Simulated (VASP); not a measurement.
# W (Im-3m) in VASP: further runs

Runs on W. Level: PBE. Tasks: single point.

Program: VASP 6.6.1. These are calculated values, not measurements. Logs are shortened: lines on timing, memory, paths and dates and some standing lists are left out, and cuts for length are marked.

**1. The undisturbed crystal**

Symmetry: Im-3m, No. 229, cubic system. Conventional cell: a = 3.165 Å, b = 3.165 Å, c = 3.165 Å, α = 90.00°, β = 90.00°, γ = 90.00°. W (site symmetry m-3m) is surrounded by 8 W at 2.74 Å.

**2. Single point, PBE (a relaxed cell with its volume scaled by 0.94)**

Contents of INCAR:

```
SYSTEM = W
PREC = Accurate
ENCUT = 520
EDIFF = 1E-7
ISMEAR = 0
SIGMA = 0.1
LREAL = .FALSE.
LASPH = .TRUE.
NELM = 80
ALGO = Fast
ISIF = 2
LWAVE = .FALSE.
LCHARG = .FALSE.
GGA = PE
```

Contents of KPOINTS:

```
Automatic mesh
0
G
  18 18 18
  0 0 0
```

Contents of POSCAR:

```
W                                       
1.0
   -1.5604350880      1.5604350880      1.5604350880
    1.5604350880     -1.5604350880      1.5604350880
    1.5604350880      1.5604350880     -1.5604350880
  W             
     1
Direct
     0.0000000000000000    0.0000000000000000    0.0000000000000000
```

Potentials or basis: VASP PAW PBE potentials, release 64 (W_sv).

Started as:

```console
cat potpaw_PBE.64/W_sv/POTCAR > POTCAR
mpirun -np 1 vasp_std > vasp.out
```

OUTCAR:

```text
SYSTEM = W
   PREC = Accurate
   ENCUT = 520
   EDIFF = 1E-7
   ISMEAR = 0
   LREAL = .FALSE.
   LASPH = .TRUE.
   NELM = 80
   ISIF = 2
   GGA = PE

 ion  position               nearest neighbor table
   1  0.000  0.000  0.000-

  LATTYP: Found a body centered cubic cell.
 ALAT       =     3.1208701760

  Lattice vectors:

 A1 = (  -1.5604350880,   1.5604350880,   1.5604350880)
 A2 = (   1.5604350880,  -1.5604350880,   1.5604350880)
 A3 = (   1.5604350880,   1.5604350880,  -1.5604350880)

Analysis of symmetry for initial positions (statically):
=====================================================================
 Subroutine PRICEL returns:
 Original cell was already a primitive cell.

 Routine SETGRP: Setting up the symmetry group for a
 body centered cubic supercell.

 Subroutine GETGRP returns: Found 48 space group operations
 (whereof 48 operations were pure point group operations)
 out of a pool of 48 trial point group operations.

The static configuration has the point symmetry O_h .

Analysis of symmetry for dynamics (positions and initial velocities):
=====================================================================
 Subroutine PRICEL returns:
 Original cell was already a primitive cell.

 Routine SETGRP: Setting up the symmetry group for a
 body centered cubic supercell.

 Subroutine GETGRP returns: Found 48 space group operations
 (whereof 48 operations were pure point group operations)
 out of a pool of 48 trial point group operations.

The dynamic configuration has the point symmetry O_h .

 Subroutine INISYM returns: Found 48 space group operations
 (whereof 48 operations are pure point group operations),
 and found     1 'primitive' translations

----------------------------------------------------------------------------------------

                                     Primitive cell

  volume of cell :      15.1984

  direct lattice vectors                    reciprocal lattice vectors
    -1.560435088  1.560435088  1.560435088     0.000000000  0.320423454  0.320423454
     1.560435088 -1.560435088  1.560435088     0.320423454  0.000000000  0.320423454
     1.560435088  1.560435088 -1.560435088     0.320423454  0.320423454  0.000000000

  length of vectors
     2.702752854  2.702752854  2.702752854     0.453147194  0.453147194  0.453147194

  position of ions in fractional coordinates (direct lattice)
     0.000000000  0.000000000  0.000000000

  ion indices of the primitive-cell ions
   primitive index   ion index
                 1           1

----------------------------------------------------------------------------------------

 KPOINTS: Automatic mesh

Automatic generation of k-mesh.
 Grid dimensions read from file:
 generate k-points for:   18   18   18

 Generating k-lattice:

  Cartesian coordinates                     Fractional coordinates (reciprocal lattice)
     0.000000000  0.017801303  0.017801303     0.055555556  0.000000000  0.000000000
     0.017801303  0.000000000  0.017801303     0.000000000  0.055555556  0.000000000
     0.017801303  0.017801303  0.000000000     0.000000000  0.000000000  0.055555556

  Length of vectors
     0.025174844  0.025174844  0.025174844

  Shift w.r.t. Gamma in fractional coordinates (k-lattice)
     0.000000000  0.000000000  0.000000000

 Subroutine IBZKPT returns following result:
 ===========================================

 Found    195 irreducible k-points:

 Following reciprocal coordinates:
            Coordinates               Weight
  0.000000  0.000000  0.000000      1.000000
  0.055556  0.000000  0.000000     12.000000
  0.111111  0.000000  0.000000     12.000000
  0.166667  0.000000  0.000000     12.000000
  0.222222  0.000000  0.000000     12.000000
  0.277778  0.000000  0.000000     12.000000
[... 16 lines left out ...]
  0.333333  0.111111  0.000000     48.000000
  0.388889  0.111111  0.000000     48.000000
 [... further k-points ...]
   k-points           NKPTS =    195   k-points in BZ     NKDIM =    195   number of bands    NBANDS=     11
   number of dos      NEDOS =    301   number of ions     NIONS =      1
   total plane-waves  NPLWV =   8000
   dimension x,y,z NGX =    20 NGY =   20 NGZ =   20
   dimension x,y,z NGXF=    40 NGYF=   40 NGZF=   40
   ions per type =               1
   NGX,Y,Z   is equivalent  to a cutoff of  12.30, 12.30, 12.30 a.u.
   NGXF,Y,Z  is equivalent  to a cutoff of  24.60, 24.60, 24.60 a.u.
 SYSTEM =  W
   PREC   = accura    normal or accurate (medium, high low for compatibility)
   ISTART =      0    job   : 0-new  1-cont  2-samecut
   ICHARG =      2    charge: 1-file 2-atom 10-const
   ISPIN  =      1    spin polarized calculation?
   LNONCOLLINEAR =      F non collinear calculations
   LSORBIT =      F    spin-orbit coupling
   LASPH  =      T    aspherical Exc in radial PAW
   ENCUT  =  520.0 eV  38.22 Ry    6.18 a.u.   5.03  5.03  5.03*2*pi/ulx,y,z
   NELM   =     80;   NELMIN=  2; NELMDL= -5     # of ELM steps
   EDIFF  = 0.1E-06   stopping-criterion for ELM
   LREAL  =      F    real-space projection
   EDIFFG = 0.1E-05   stopping-criterion for IOM
   NSW    =      0    number of steps for IOM
   IBRION =     -1    ionic relax: 0-MD 1-quasi-New 2-CG
   NFREE  =      0    steps in history (QN), initial steepest desc. (CG)
   ISIF   =      2    stress and relaxation
   ISYM   =      2    0-nonsym 1-usesym 2-fastsym
   POTIM  = 0.5000    time-step for ionic-motion
   TEBEG  =    0.0;   TEEND  =   0.0 temperature during run
   PSTRESS=    0.0 pullay stress
   NELECT =      14.0000    total number of electrons
   NUPDOWN=      -1.0000    fix difference up-down
   EMIN   =  10.00;   EMAX   =-10.00  energy-range for DOS
   EFERMI =   0.00;   METHOD = LEGACY
   ISMEAR =     0;   SIGMA  =   0.10  broadening in eV -4-tet -1-fermi 0-gaus
   EFERMI_NEDOS =   21; number of points for ismear=-14 and -15
   IALGO  =     68    algorithm
   IMIX   =      4    mixing-type and parameters
     AMIX     =   0.40;   BMIX     =  1.00
     AMIX_MAG =   1.60;   BMIX_MAG =  1.00
  volume/ion in A,a.u.               =      15.20       102.56
  Fermi-wavevector in a.u.,A,eV,Ry     =   1.592888  3.010121 34.521940  2.537291
  Thomas-Fermi vector in A             =   2.691203
   LORBIT       =      0    0 simple, 1 ext, 2 COOP (PROOUT), +10 PAW based schemes
   GGA     = PE    functional components
   LHFCALC =     F    Hartree Fock is set to
   AEXX    =    0.0000 exact exchange contribution
   IVDW    =     0    specifies the selected vdW correction
   LEPSILON=     F    determine dielectric tensor
   LRPA    =     F    only Hartree local field effects (RPA)
 non-spin polarized calculation
 RMM-DIIS sequential band-by-band and
 Gauss-broadening in eV      SIGMA  =   0.10
  energy-cutoff  :      520.00
  volume of cell :       15.20
 maximum number of plane-waves:       420
   NGX =  9   NGY =  9   NGZ =  9

 number of electron      14.0000003 magnetization

 Free energy of the ion-electron system (eV)
  ---------------------------------------------------
  ext. energy  EPLUGINS =         0.00000000
  ---------------------------------------------------
  free energy    TOTEN  =       -12.88966409 eV

  energy without entropy =      -12.88626344  energy(sigma->0) =      -12.88796376

 E-fermi :  12.0550     XC(G=0): -13.8810

 val. band max:       12.0456910242   @ k =  -0.1667   0.1667   0.0556
 cond. band min:      12.0553118508   @ k =  -0.2778   0.3333   0.2222
 fundamental gap:      0.0096208266
 Fermi energy:        12.0550123042

 k-point     1 :       0.0000    0.0000    0.0000
  band No.  band energies     occupation
      1     -62.0672      2.00000
      2     -25.5614      2.00000
      3     -25.5614      2.00000
      4     -25.5614      2.00000
      5       2.1952      2.00000
      6      10.7613      2.00000
      7      10.7613      2.00000
      8      10.7613      2.00000
      9      14.4255      0.00000
     10      14.4255      0.00000
     11      26.6737      0.00000

 k-point     2 :       0.0556    0.0000    0.0000
  band No.  band energies     occupation
      1     -62.0624      2.00000
      2     -25.6102      2.00000
      3     -25.5764      2.00000
      4     -25.5617      2.00000
      5       2.3533      2.00000
      6      10.6632      2.00000
      7      10.7393      2.00000
      8      10.9140      2.00000
      9      14.2638      0.00000
     10      14.4254      0.00000
     11      26.8287      0.00000

 k-point     3 :       0.1111    0.0000    0.0000
  band No.  band energies     occupation
      1     -62.0485      2.00000
      2     -25.7488      2.00000
      3     -25.6194      2.00000
      4     -25.5626      2.00000
      5       2.8085      2.00000
      6      10.3929      2.00000
      7      10.6444      2.00000
      8      11.3675      2.00000
      9      13.9216      0.00000
     10      14.4336      0.00000
     11      27.1670      0.00000

 k-point     4 :       0.1667    0.0000    0.0000
  band No.  band energies     occupation
      1     -62.0271      2.00000
      2     -25.9566      2.00000
      3     -25.6845      2.00000
      4     -25.5639      2.00000
      5       3.4996      2.00000
      6      10.0088      2.00000
      7      10.4331      2.00000
      8      12.1063      0.46857
      9      13.6777      0.00000
     10      14.4704      0.00000
     11      27.5022      0.00000
[... 239 lines left out ...]
 k-point    22 :       0.2778    0.1111    0.0000
  band No.  band energies     occupation
      1     -61.9391      2.00000
      2     -26.6909      2.00000
      3     -25.9541      2.00000
      4     -25.6319      2.00000
      5       5.8937      2.00000
      6       8.8434      2.00000
      7      10.0351      2.00000
      8      13.8012      0.00000
      9      15.2224      0.00000
     10      16.3916      0.00000
     11      25.6627      0.00000

 k-point    23 :       0.3333    0.1111    0.0000
  band No.  band energies     occupation
      1     -61.9188      2.00000
      2     -26.8479      2.00000
      3     -26.0301      2.00000
      4     -25.6351      2.00000
      5       6.0099      2.00000
      6       8.6010      2.00000
      7      10.7648      2.00000
      8      14.1129      0.00000
      9      15.3801      0.00000
     10      17.7685      0.00000
     11      24.5962      0.00000

 k-point    24 :       0.3889    0.1111    0.0000
  band No.  band energies     occupation
      1     -61.9054      2.00000
      2     -26.9486      2.00000
      3     -26.0797      2.00000
      4     -25.6370      2.00000
      5       5.9771      2.00000
      6       8.4525      2.00000
      7      11.5409      2.00000
      8      14.2073      0.00000
      9      15.6312      0.00000
     10      18.8790      0.00000
     11      23.6091      0.00000

 [... further k-points ...]
[... 5 lines left out ...]
  --------------------------------------------------------------------------------------
  -------------------------------------------------------------------------------------
  Total        2.0368460      2.0368460      2.0368460      0.0000000      0.0000000     -0.0000000
  in kB      214.7195821    214.7195821    214.7195821      0.0000000      0.0000000     -0.0000000
  external PRESSURE =     214.7195821 kB  Pullay stress =       0.0000000 kB

 VOLUME and BASIS-vectors are now :
 -----------------------------------------------------------------------------
  energy-cutoff  :      520.00
  volume of cell :       15.20
      direct lattice vectors                 reciprocal lattice vectors
    -1.560435088  1.560435088  1.560435088     0.000000000  0.320423454  0.320423454
     1.560435088 -1.560435088  1.560435088     0.320423454  0.000000000  0.320423454
     1.560435088  1.560435088 -1.560435088     0.320423454  0.320423454  0.000000000

 POSITION                                       TOTAL-FORCE (eV/Angst)
 -----------------------------------------------------------------------------------
      0.00000      0.00000      0.00000         0.000000      0.000000     -0.000000
 -----------------------------------------------------------------------------------
    total drift:                                0.000000     -0.000000      0.000000

  FREE ENERGIE OF THE ION-ELECTRON SYSTEM (eV)
  ---------------------------------------------------
  free  energy   TOTEN  =       -12.8896640876 eV

  energy  without entropy=      -12.8862634351  energy(sigma->0) =      -12.88796376
```

Wall time 22 s (1 thread of AMD EPYC 9R14 (Zen 4), shared host); peak memory 0.11 GiB.

Results:

| Quantity | Value |
| --- | --- |
| Free energy | -12.8897 eV |
| Pressure | 21.5 GPa |
| Band gap on the k mesh | none (metal or under the smearing width) |

Levels at points of the mesh, in eV from the Fermi level:
| k point | band 3 | band 4 | band 5 | band 6 | band 7 | band 8 | band 9 | band 10 | band 11 |
| --- | --- | --- | --- | --- | --- | --- | --- | --- | --- |
| (0.00, 0.00, 0.00) | -37.62 | -37.62 | -9.86 | -1.29 | -1.29 | -1.29 | 2.37 | 2.37 | 14.62 |
| (0.50, 0.00, 0.00) | -38.09 | -37.63 | -6.55 | -3.77 | 0.84 | 2.29 | 3.32 | 6.55 | 11.60 |
| (0.50, 0.50, 0.50) | -38.64 | -38.64 | -6.18 | -6.18 | 5.49 | 5.49 | 5.49 | 8.61 | 8.61 |

Caveat: so large a pressure means that the cell lies far from this level's equilibrium, or that cutoff or potentials fall short. The run has no spin-orbit coupling, so splittings on W are missing.

**3. Single point, PBE (a relaxed cell with its volume scaled by 1.06)**

INCAR is that of step 2.

KPOINTS is that of step 2.

Contents of POSCAR:

```
W                                       
1.0
   -1.6241957804      1.6241957804      1.6241957804
    1.6241957804     -1.6241957804      1.6241957804
    1.6241957804      1.6241957804     -1.6241957804
  W             
     1
Direct
     0.0000000000000000    0.0000000000000000    0.0000000000000000
```

Potentials or basis: VASP PAW PBE potentials, release 64 (W_sv).

Started as:

```console
cat potpaw_PBE.64/W_sv/POTCAR > POTCAR
mpirun -np 1 vasp_std > vasp.out
```

It took 31 s on 1 thread of AMD EPYC 9R14 (Zen 4), shared host; peak memory 0.13 GiB.

The run converged. Its results:

```
Free energy            : -12.9007 eV
Pressure               : -15.8 GPa
Band gap on the k mesh : none (metal or under the smearing width)
```

Levels at points of the mesh, in eV from the Fermi level:
| k point | band 4 | band 5 | band 6 | band 7 | band 8 | band 9 | band 10 | band 11 |
| --- | --- | --- | --- | --- | --- | --- | --- | --- |
| (0.00, 0.00, 0.00) | -37.95 | -9.19 | -1.10 | -1.10 | -1.10 | 2.08 | 2.08 | 14.34 |
| (0.50, 0.00, 0.00) | -37.95 | -5.78 | -3.20 | 0.45 | 1.94 | 2.82 | 5.49 | 9.87 |
| (0.50, 0.50, 0.50) | -38.65 | -5.23 | -5.23 | 4.63 | 4.63 | 4.63 | 7.65 | 7.65 |

Caveat: so large a pressure means that the cell lies far from this level's equilibrium, or that cutoff or potentials fall short. The run has no spin-orbit coupling, so splittings on W are missing.
